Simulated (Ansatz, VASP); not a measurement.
Two plane-wave programs on ZrC

Contents of INCAR:

```
SYSTEM = ZrC
PREC = Accurate ; ENCUT = 520
EDIFF = 1E-6 ; ISMEAR = 0
SIGMA = 0.05 ; LREAL = .FALSE.
LASPH = .TRUE. ; NELM = 60
ALGO = Fast ; ISIF = 2
LWAVE = .FALSE. ; LCHARG = .FALSE.
GGA = CA ; NBANDS = 15
```

KPOINTS

```
regular mesh
0
G
  6 6 6
  0 0 0
```

Contents of POSCAR:

```
ZrC
1.0
    0.0000000000      2.4913818816      2.4913818816
    2.4913818816      0.0000000000      2.4913818816
    2.4913818816      2.4913818816      0.0000000000
Zr C
1 1
Direct
    0.0000000000      0.0000000000      0.0000000000
    0.2500000000      0.2500000000      0.2500000000
```

Input for Ansatz:

```yaml
crystal:
  lattice:
    - [0.0, 2.4913818816, 2.4913818816]
    - [2.4913818816, 0.0, 2.4913818816]
    - [2.4913818816, 2.4913818816, 0.0]
  atoms:
    - { symbol: Zr, position: [0.0, 0.0, 0.0] }
    - { symbol: C, position: [0.25, 0.25, 0.25] }
basis:
  ecutwfc: 420
kpoints:
  mp_grid: { grid: [6, 6, 6] }
hamiltonian:
  xc: lda
scf:
  occupations: { method: gaussian, width: 0.05 }
output:
  forces: true
  stress: true
  eigenvalues: true
```

The cell comes from a database or a generator and needn't be the stable form of this composition.

Alike in both runs: task single point; functional LDA; k mesh 6 × 6 × 6; occupations gaussian, width 0.05 eV; no spin polarisation.

|  | VASP | Ansatz |
| --- | --- | --- |
| version | VASP 6.6.1 | Ansatz 0.2.0 |
| potentials or method | VASP PAW LDA potentials, release 64 (Zr_sv, C) | scalar-relativistic, plane waves, PAW |
| plane-wave cutoff (eV) | 520 | 420 |
| valence electrons in the cell | 16 | 16 |

Ansatz gave:

* gap on the k mesh at the Fermi level (eV): 0.51
* least direct gap on the mesh (eV): 0.58
* pressure (GPa): 2.6

**Question.** Estimate VASP's values.

**Answer.** gap on the k mesh at the Fermi level (eV): 0.51; least direct gap on the mesh (eV): 0.58; pressure (GPa): 3.0.

A k mesh can miss the band edges.
